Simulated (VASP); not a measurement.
## WSe2 in VASP 6.6.1, single-point calculation

INCAR

```
PREC = Accurate
GGA = PS
ISIF = 2
LASPH = .TRUE.
LREAL = .FALSE.
NSW = 0
ENCUT = 520
NELECT = 25.9
IBRION = -1
SIGMA = 0.05
NELM = 63
ISMEAR = 2
LWAVE = .FALSE.
EDIFF = 1E-7
LCHARG = .FALSE.
NBANDS = 20
```

KPOINTS

```
KPOINTS created by Atomic Simulation Environment
0
Gamma
8 8 8
0 0 0
```

POSCAR

```
W  Se
 1.0000000000000000
     0.0000000000000000    3.0924832561503570    3.0924832561503570
     3.0924832561503570   -0.0000000000000000    3.0924832561503570
     3.0924832561503570    3.0924832561503570    0.0000000000000000
 W   Se
   1   2
Cartesian
 -0.0000000000000000  0.0000000000000000  0.0000000000000000
  1.5462416280751785  1.5462416280751785  1.5462416280751785
  4.6387248842255353  4.6387248842255353  4.6387248842255353
```

The recommended PBE PAW datasets give the neutral cell 26 valence electrons.

Command

```
mpirun -np 1 vasp_std
```

Q: How does this run end, and what does it give?

A: It converged. Results: pressure -7.6 GPa.

OSZICAR

```
N       E                     dE             d eps       ncg     rms          rms(c)
DAV:   1     0.185010615527E+03    0.18501E+03   -0.12279E+04  1160   0.122E+03
DAV:   2    -0.133630358485E+02   -0.19837E+03   -0.19292E+03  1388   0.326E+02
DAV:   3    -0.224892660601E+02   -0.91262E+01   -0.89286E+01  1424   0.640E+01
DAV:   4    -0.226028642811E+02   -0.11360E+00   -0.11285E+00  1360   0.756E+00
DAV:   5    -0.226039401745E+02   -0.10759E-02   -0.10755E-02  1404   0.792E-01    0.162E+01
DAV:   6    -0.219714480756E+02    0.63249E+00   -0.10431E+01  1228   0.155E+01    0.557E+00
DAV:   7    -0.216356434006E+02    0.33580E+00   -0.25090E+00  1232   0.739E+00    0.499E+00
DAV:   8    -0.216001475677E+02    0.35496E-01   -0.18042E-01  1316   0.267E+00    0.314E-01
DAV:   9    -0.215982493640E+02    0.18982E-02   -0.67663E-03  1284   0.509E-01    0.187E-01
DAV:  10    -0.215981518384E+02    0.97526E-04   -0.37515E-03  1328   0.369E-01    0.115E-01
DAV:  11    -0.215980930843E+02    0.58754E-04   -0.62321E-04  1312   0.155E-01    0.299E-02
DAV:  12    -0.215980930166E+02    0.67730E-07   -0.20697E-05  1312   0.303E-02    0.603E-03
DAV:  13    -0.215980939763E+02   -0.95974E-06   -0.34366E-06  1304   0.105E-02    0.211E-03
DAV:  14    -0.215980940762E+02   -0.99891E-07   -0.16958E-07  1088   0.223E-03
   1 F= -.21598094E+02 E0= -.21597941E+02  d E =-.613751E-03
```

The cell is charged and sits in a uniform background.

For comparison, a separate PBE run of the intended cell, on usual settings and not on those above, gives a gap of -0.90 eV on its mesh and a pressure of 0.8 GPa.
